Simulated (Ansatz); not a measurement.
Crystal: NaF (Villiaumite).

```xyz
2
Lattice="0.0000 2.3200 2.3200 2.3200 0.0000 2.3200 2.3200 2.3200 0.0000" Properties=species:S:1:pos:R:3 pbc="T T T"
Na    0.0000    0.0000    0.0000
F     2.3200    2.3200    2.3200
```

Base run:

```yaml
Program: Ansatz 0.2.0
Functional: RPBE
Potentials_or_basis: Ansatz PAW
Cutoff: 420 eV
Density_cutoff: 1680 eV
k_mesh: 6 × 6 × 6
Occupations: fermi-dirac, width 0.05 eV
Spin: no spin polarisation
```

Its results: band gap on the k mesh 6.61 eV, direct; pressure 5.5 GPa.

Question: After a change of settings the same cell gave: band gap on the k mesh 6.29 eV, direct; pressure 1.9 GPa. Which change was it?
A. functional from RPBE to PBEsol
B. functional from RPBE to revPBE
C. functional from RPBE to PBE
D. functional from RPBE to r2SCAN; cutoff from 420 eV to 500 eV; density cutoff from 1680 eV to 2000 eV

Answer: C.

PBE binds more tightly than RPBE, so the same cell stands under less pressure.

Caveats: the density of states is complete only up to the lowest level of the last band computed; the potentials were made for another functional, which shifts forces and pressure (some runs); the PAW data sets come from PBE, with cores solved anew for the run's functional, which leaves a small shift of forces and pressure (some runs).

Not every run made on this cell is shown here.
